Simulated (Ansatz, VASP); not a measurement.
Two plane-wave programs on V

```xyz
1
Lattice="-1.4880 1.4880 1.4880 1.4880 -1.4880 1.4880 1.4880 1.4880 -1.4880" Properties=species:S:1:pos:R:3 pbc="T T T"
V     0.0000    0.0000    0.0000
```

Alike in both runs: functional PBE; k mesh 20 × 20 × 20; occupations gaussian, width 0.1 eV; no spin polarisation.

Ansatz relaxed the structure, and its values are those at the end. VASP's run is a single point on that final structure, the one shown.

```csv
,VASP,Ansatz
version,VASP 6.6.1,Ansatz 0.2.0
potentials or method,"VASP PAW PBE potentials, release 64 (V_sv)","scalar-relativistic, plane waves, PAW"
plane-wave cutoff (eV),520,420
valence electrons in the cell,13,13
```

VASP gave:

* gap on the k mesh at the Fermi level (eV): none
* pressure (GPa): 4.4

**Question.** Estimate Ansatz's values.

**Answer.** gap on the k mesh at the Fermi level (eV): none; pressure (GPa): 4.0.

A gap of «none» marks a metal or a gap that the smearing closes.
